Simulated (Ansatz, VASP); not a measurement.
## Zr in VASP and in Ansatz

```xyz
1
Lattice="2.8710 0.0000 0.0000 0.0000 2.8710 0.0000 0.0000 0.0000 2.8710" Properties=species:S:1:pos:R:3 pbc="T T T"
Zr    0.0000    0.0000    0.0000
```

Change from the starting cell: volume scaled by 0.95.

Alike in both runs: task single point; functional PBE; k mesh 13 × 13 × 13; occupations fermi-dirac, width 0.05 eV; no spin polarisation.

|  | VASP | Ansatz |
| --- | --- | --- |
| version | VASP 6.6.1 | Ansatz 0.2.0 |
| potentials or method | VASP PAW PBE potentials, release 64 (Zr_sv), cutoff 520 eV | all-electron LAPW, scalar-relativistic |

|  | VASP | Ansatz | Ansatz less VASP |
| --- | --- | --- | --- |
| pressure (GPa) | 3.9 | 3.9 | -0.06 |

Ansatz ran all-electron here, so the differences hold the error of VASP's frozen core and of both bases.
